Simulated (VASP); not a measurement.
# Zn8HO7 (a cell with a defect) in VASP: relaxation of the atoms with PBE

Aim: the relaxation of the atoms of Zn8HO7 (a cell with a defect) with PBE.

Program: VASP 6.6.1. These are calculated values, not measurements. Logs are shortened: lines on timing, memory, paths and dates and some standing lists are left out, and cuts for length are marked.

### 1 The crystal as given

The cell holds a defect, 16 atoms: a = 5.300 Å, b = 6.573 Å, c = 6.573 Å, α = 120.00°, β = 90.00°, γ = 90.00°.

### 2 Relaxation of the atoms, PBE, collinear spin, ferromagnetic start

Input file INCAR:

```
  PREC = Normal
  ENCUT = 450
  EDIFF = 1E-6
  ISMEAR = 0
  SIGMA = 0.01
  LREAL = Auto
  LASPH = True
  NELM = 150
  ALGO = Normal
  ISIF = 2
  LWAVE = False
  LCHARG = False
  ISPIN = 2
  MAGMOM = 0.2 0.2 0.2 0 0.2 0 0 0 0.2 0 0 0 0 0 0 0
  LORBIT = 11
  GGA = PE
  IBRION = 2
  NSW = 70
  EDIFFG = -0.025
  AMIX = 0.2
  BMIX = 1E-4
  AMIX_MAG = 0.8
  BMIX_MAG = 1E-4
  ICORELEVEL = 1
```

Input file KPOINTS:

```
Automatic mesh
0
Gamma
  3 3 3
```

Input file POSCAR:

```
Zn8HO7
1.0
    0.0000000000      0.0000000000     -5.3003900000
   -3.2865000000      5.6923860000      0.0000000000
    6.5730020000      0.0000000000      0.0000000000
Zn H O
8 1 7
Direct
    0.5001730000      0.3333335000      0.1666665000
    0.5001730000      0.8333335000      0.1666665000
    0.5001730000      0.3333335000      0.6666665000
    0.5001730000      0.8333335000      0.6666665000
    0.0001730000      0.1666665000      0.3333335000
    0.0001730000      0.6666665000      0.3333335000
    0.0001730000      0.1666665000      0.8333335000
    0.0001730000      0.6666665000      0.8333335000
    0.6208170000      0.1666665000      0.3333335000
    0.6208170000      0.6666665000      0.3333335000
    0.6208170000      0.1666665000      0.8333335000
    0.6208170000      0.6666665000      0.8333335000
    0.1208170000      0.3333335000      0.1666665000
    0.1208170000      0.8333335000      0.1666665000
    0.1208170000      0.3333335000      0.6666665000
    0.1208170000      0.8333335000      0.6666665000
```

Potentials or basis: VASP PAW PBE potentials, release 64 (Zn, H, O).

The run is started by

```
$ cat potpaw_PBE.64/Zn/POTCAR potpaw_PBE.64/H/POTCAR potpaw_PBE.64/O/POTCAR > POTCAR
$ mpirun -np 4 vasp_std > vasp.out
```

OUTCAR:

```text
PREC = Normal
   ENCUT = 450
   EDIFF = 1E-6
   ISMEAR = 0
   LREAL = Auto
   LASPH = True
   NELM = 150
   ISIF = 2
   ISPIN = 2
   LORBIT = 11
   GGA = PE
   IBRION = 2
   NSW = 70
   EDIFFG = -0.025
   AMIX = 0.2
   AMIX_MAG = 0.8

 ion  position               nearest neighbor table
   1  0.500  0.333  0.167-  10 2.00  11 2.00  13 2.01
   2  0.500  0.833  0.167-  12 2.00  10 2.00  14 2.01
   3  0.500  0.333  0.667-  12 2.00  11 2.00  15 2.01
   4  0.500  0.833  0.667-  11 2.00  10 2.00  12 2.00  16 2.01
   5  0.000  0.167  0.333-  14 2.00  15 2.00  13 2.00
   6  0.000  0.667  0.333-  13 2.00  16 2.00  14 2.00  10 2.01
   7  0.000  0.167  0.833-  16 2.00  13 2.00  15 2.00  11 2.01
   8  0.000  0.667  0.833-  15 2.00  14 2.00  16 2.00  12 2.01
   9  0.621  0.167  0.333-
  10  0.621  0.667  0.333-   1 2.00   4 2.00   2 2.00   6 2.01
  11  0.621  0.167  0.833-   4 2.00   1 2.00   3 2.00   7 2.01
  12  0.621  0.667  0.833-   3 2.00   2 2.00   4 2.00   8 2.01
  13  0.121  0.333  0.167-   6 2.00   7 2.00   5 2.00   1 2.01
  14  0.121  0.833  0.167-   5 2.00   8 2.00   6 2.00   2 2.01
  15  0.121  0.333  0.667-   8 2.00   5 2.00   7 2.00   3 2.01
  16  0.121  0.833  0.667-   7 2.00   6 2.00   8 2.00   4 2.01

  LATTYP: Found a hexagonal cell.
 ALAT       =     6.5730008841
 C/A-ratio  =     0.8063881465

  Lattice vectors:

 A1 = (  -3.2865000000,   5.6923860000,   0.0000000000)
 A2 = (   6.5730020000,   0.0000000000,   0.0000000000)
 A3 = (   0.0000000000,   0.0000000000,  -5.3003900000)

Analysis of symmetry for initial positions (statically):
=====================================================================
 Subroutine PRICEL returns:
 Original cell was already a primitive cell.

 Routine SETGRP: Setting up the symmetry group for a
 hexagonal supercell.

 Subroutine GETGRP returns: Found  6 space group operations
 (whereof  2 operations were pure point group operations)
 out of a pool of 24 trial point group operations.

The static configuration has the point symmetry C_1h.
 The point group associated with its full space group is C_3v.

Analysis of symmetry for dynamics (positions and initial velocities):
=====================================================================
 Subroutine PRICEL returns:
 Original cell was already a primitive cell.

 Routine SETGRP: Setting up the symmetry group for a
 hexagonal supercell.

 Subroutine GETGRP returns: Found  6 space group operations
 (whereof  2 operations were pure point group operations)
 out of a pool of 24 trial point group operations.

The dynamic configuration has the point symmetry C_1h.
 The point group associated with its full space group is C_3v.

Analysis of structural, dynamic, and magnetic symmetry:
=====================================================================
 Subroutine PRICEL returns:
 Original cell was already a primitive cell.

 Routine SETGRP: Setting up the symmetry group for a
 hexagonal supercell.

 Subroutine GETGRP returns: Found  6 space group operations
 (whereof  2 operations were pure point group operations)
 out of a pool of 24 trial point group operations.

The overall configuration has the point symmetry C_1h.
 The point group associated with its full space group is C_3v.

 Subroutine INISYM returns: Found  6 space group operations
 (whereof  2 operations are pure point group operations),
 and found     1 'primitive' translations

----------------------------------------------------------------------------------------

                                     Primitive cell

  volume of cell :     198.3197

  direct lattice vectors                    reciprocal lattice vectors
     0.000000000  0.000000000 -5.300390000     0.000000000  0.000000000 -0.188665362
    -3.286500000  5.692386000  0.000000000     0.000000000  0.175673259  0.000000000
     6.573002000  0.000000000  0.000000000     0.152137486  0.087836603  0.000000000

  length of vectors
     5.300390000  6.573000884  6.573002000     0.188665362  0.175673259  0.175673229

  position of ions in fractional coordinates (direct lattice)
     0.500173000  0.333333500  0.166666500
     0.500173000  0.833333500  0.166666500
     0.500173000  0.333333500  0.666666500
     0.500173000  0.833333500  0.666666500
     0.000173000  0.166666500  0.333333500
     0.000173000  0.666666500  0.333333500
[... 8 lines left out ...]
     0.120817000  0.333333500  0.666666500
     0.120817000  0.833333500  0.666666500

  ion indices of the primitive-cell ions
   primitive index   ion index
                 1           1
[... 92 lines left out ...]
  Thomas-Fermi vector in A             =   2.571379
   LORBIT       =     11    0 simple, 1 ext, 2 COOP (PROOUT), +10 PAW based schemes
   GGA     = PE    functional components
   LHFCALC =     F    Hartree Fock is set to
   AEXX    =    0.0000 exact exchange contribution
   IVDW    =     0    specifies the selected vdW correction
   LEPSILON=     F    determine dielectric tensor
   LRPA    =     F    only Hartree local field effects (RPA)
 conjugate gradient relaxation of ions
 spin polarized calculation
 Gauss-broadening in eV      SIGMA  =   0.01
  energy-cutoff  :      450.00
  volume of cell :      198.32
 maximum number of plane-waves:      4315
   NGX = 19   NGY = 23   NGZ = 23

--------------------------------------- Ionic step        1  -------------------------------------------

 number of electron     139.0000206 magnetization       0.1850984

 Free energy of the ion-electron system (eV)
  ---------------------------------------------------
  ext. energy  EPLUGINS =         0.00000000
  ---------------------------------------------------
  free energy    TOTEN  =       -65.42207652 eV

  energy without entropy =      -65.42161878  energy(sigma->0) =      -65.42184765

------------------------ aborting loop because EDIFF is reached ----------------------------------------

  FORCE on cell =-STRESS in cart. coord.  units (eV):
  Direction    XX          YY          ZZ          XY          YZ          ZX
  --------------------------------------------------------------------------------------
  -------------------------------------------------------------------------------------
  Total       -0.5439337     -0.5439335     -0.4533425     -0.0000001     -0.0000000      0.0000000
  in kB       -4.3943090     -4.3943079     -3.6624447     -0.0000008     -0.0000000      0.0000000
  external PRESSURE =      -4.1503538 kB  Pullay stress =       0.0000000 kB
[... 131 lines left out ...]
  FREE ENERGIE OF THE ION-ELECTRON SYSTEM (eV)
  ---------------------------------------------------
  free  energy   TOTEN  =       -65.4499037665 eV

  energy  without entropy=      -65.4494484980  energy(sigma->0) =      -65.44967613

[... ionic steps 4 to 10 ...]

--------------------------------------- Ionic step       11  -------------------------------------------

 number of electron     139.0000156 magnetization       0.1851783

------------------------ aborting loop because EDIFF is reached ----------------------------------------
[... 95 lines left out ...]
--------------------------------------- Ionic step       13  -------------------------------------------

 number of electron     139.0000164 magnetization       0.1851784

 Free energy of the ion-electron system (eV)
  ---------------------------------------------------
  ext. energy  EPLUGINS =         0.00000000
  ---------------------------------------------------
  free energy    TOTEN  =       -65.45734699 eV

  energy without entropy =      -65.45678375  energy(sigma->0) =      -65.45706537

 the core state eigenenergies are
   1-  1s  -9518.3274  2s  -1151.8280  2p   -997.4770  3s   -123.2193  3p    -77.4036

   2-  1s  -9518.3274  2s  -1151.8280  2p   -997.4769  3s   -123.2192  3p    -77.4036

   3-  1s  -9518.3274  2s  -1151.8280  2p   -997.4769  3s   -123.2192  3p    -77.4036
[... 7 lines left out ...]
   7-  1s  -9517.5028  2s  -1151.0138  2p   -996.6589  3s   -122.5330  3p    -76.7254

   8-  1s  -9517.5028  2s  -1151.0138  2p   -996.6589  3s   -122.5330  3p    -76.7254

   9-
  10-  1s   -504.1930
  11-  1s   -504.1930
  12-  1s   -504.1930
  13-  1s   -504.2267
  14-  1s   -504.2267
  15-  1s   -504.2267
  16-  1s   -503.9253

 E-fermi :   3.3030     XC(G=0): -10.6120

 val. band max:        3.2970660666   @ k =   0.3333   0.0000   0.3333
 cond. band min:       3.3157987425   @ k =   0.3333   0.3333   0.0000
 fundamental gap:      0.0187326759
 Fermi energy:         3.3029773835

 spin component 1

 k-point     1 :       0.0000    0.0000    0.0000
  band No.  band energies     occupation
      1     -17.0168      1.00000
      2     -16.4960      1.00000
      3     -16.4960      1.00000
      4     -16.4776      1.00000
      5     -16.2955      1.00000
      6     -16.2955      1.00000
[... 253 lines left out ...]
 k-point     4 :       0.3333    0.3333    0.0000
  band No.  band energies     occupation
      1     -16.7775      1.00000
      2     -16.5754      1.00000

 Fermi energy:         3.3029773835

 spin component 2

 k-point     1 :       0.0000    0.0000    0.0000
  band No.  band energies     occupation
      1     -17.0038      1.00000
      2     -16.4833      1.00000
      3     -16.4833      1.00000
      4     -16.4648      1.00000
      5     -16.2827      1.00000
      6     -16.2827      1.00000
[... 577 lines left out ...]
     80       9.0283      0.00000
     81       9.0569      0.00000
 [bands above 81 left out]

------------------------ aborting loop because EDIFF is reached ----------------------------------------

  FORCE on cell =-STRESS in cart. coord.  units (eV):
  Direction    XX          YY          ZZ          XY          YZ          ZX
  --------------------------------------------------------------------------------------
  -------------------------------------------------------------------------------------
  Total        0.0791552      0.0791552     -0.1236251      0.0000000      0.0000000      0.0000000
  in kB        0.6394757      0.6394756     -0.9987372      0.0000001      0.0000000      0.0000000
  external PRESSURE =       0.0934047 kB  Pullay stress =       0.0000000 kB
[... 31 lines left out ...]
  FREE ENERGIE OF THE ION-ELECTRON SYSTEM (eV)
  ---------------------------------------------------
  free  energy   TOTEN  =       -65.4573469893 eV

  energy  without entropy=      -65.4567837510  energy(sigma->0) =      -65.45706537

 reached required accuracy - stopping structural energy minimisation

 total charge

# of ion       s       p       d       tot
------------------------------------------
    1        0.483   0.414   9.849  10.747
    2        0.483   0.414   9.849  10.747
    3        0.483   0.414   9.849  10.747
    4        0.457   0.449   9.886  10.793
    5        0.472   0.437   9.853  10.762
    6        0.458   0.442   9.883  10.784
[... 8 lines left out ...]
   15        1.573   3.419   0.000   4.992
   16        1.569   3.438   0.000   5.006
--------------------------------------------------
tot         15.267  27.429  78.936 121.633

 magnetization (x)

# of ion       s       p       d       tot
------------------------------------------
    1        0.006   0.002   0.000   0.008
    2        0.006   0.002   0.000   0.008
    3        0.006   0.002   0.000   0.008
    4        0.002   0.001   0.000   0.003
    5        0.009   0.003   0.000   0.012
    6        0.003   0.001  -0.000   0.003
[... 8 lines left out ...]
   15        0.003   0.005   0.000   0.008
   16        0.002   0.006   0.000   0.007
--------------------------------------------------
tot          0.054   0.046   0.000   0.100
```

Run time: 2.9 min. Hardware: 4 MPI ranks of Intel Xeon 6975P-C (Granite Rapids), shared host; peak memory 0.16 GiB.

What came out:

| Quantity | Value |
| --- | --- |
| Free energy | -65.4573 eV |
| Energy gained by relaxing | 2.2 meV/atom |
| Ionic steps | 13 |
| Largest force after relaxing | 0.022 eV/Å |
| Band gap on the k mesh | none (metal or under the smearing width) |
| Net moment | 0.19 μB per cell |
| Valence electrons inside the program's atomic spheres | Zn 10.75, 10.79, 10.76, 10.78; H 0.51; O 5.00, 4.99, 5.01 |

Forces on the atoms (eV/Å):
```
Zn  -0.017  0.010  0.011
Zn   0.000 -0.019  0.011
Zn   0.017  0.010  0.011
Zn   0.000  0.000 -0.014
Zn   0.000  0.000 -0.022
Zn   0.009  0.005  0.001
Zn   0.000 -0.010  0.001
Zn  -0.009  0.005  0.001
H    0.000  0.000 -0.014
O   -0.009 -0.005 -0.004
O    0.000  0.010 -0.004
O    0.009 -0.005 -0.004
O    0.000  0.000  0.002
O    0.000  0.000  0.002
O    0.000  0.000  0.002
O    0.000  0.000  0.017
```

Step by step:
```tsv
step	energy change (eV)	largest force (eV/Å)	pressure (GPa)
1	0.0000	0.3834	-0.42
2	-0.0255	0.1359	-0.13
3	-0.0278	0.0907	-0.04
4	-0.0278	0.0938	-0.06
5	-0.0301	0.0661	0.02
6	-0.0320	0.0875	0.15
7	-0.0331	0.0670	0.17
8	-0.0333	0.0518	0.18
9	-0.0340	0.0466	0.16
10	-0.0346	0.0525	0.04
11	-0.0346	0.0432	0.02
12	-0.0351	0.0349	0.03
13	-0.0353	0.0222	0.01
```

Final structure:
```xyz
16
Lattice="0.0000 0.0000 -5.3004 -3.2865 5.6924 0.0000 6.5730 0.0000 0.0000" Properties=species:S:1:pos:R:3 pbc="T T T"
Zn   -0.0323    1.9161   -2.6416
Zn   -1.6433    4.7063   -2.6416
Zn    3.3188    1.9161   -2.6416
Zn    1.6433    4.7437   -2.6316
Zn    1.6433    0.9487   -5.2537
Zn    0.0041    3.7973   -0.0115
Zn    4.9298    0.9440   -0.0115
Zn    3.2824    3.7973   -0.0115
H     1.6433    0.9487   -3.3273
O    -0.0008    3.7944   -3.2949
O     4.9298    0.9497   -3.2949
O     3.2873    3.7944   -3.2949
O     0.0290    1.8807   -0.6465
O    -1.6433    4.7771   -0.6465
O     3.2575    1.8807   -0.6465
O     1.6433    4.7437   -0.6362
```

Levels at points of the mesh, in eV from the Fermi level:
Spin up:
```csv
k point,band 68,band 69,band 70,band 71,band 72,band 73
"(0.00, 0.00, 0.00)",-2.78,-2.78,-0.99,1.56,1.56,1.66
```
Spin down:
| k point | band 68 | band 69 | band 70 | band 71 | band 72 | band 73 |
| --- | --- | --- | --- | --- | --- | --- |
| (0.00, 0.00, 0.00) | -2.77 | -2.77 | -0.97 | 1.59 | 1.59 | 1.71 |

Caveat: the k mesh is coarse (spacing up to 0.40 Å⁻¹), so the values aren't converged; the cutoff is under 1.25 times the usual one of these potentials, so pressure, stress and relaxed cells hold a basis-set (Pulay) error.
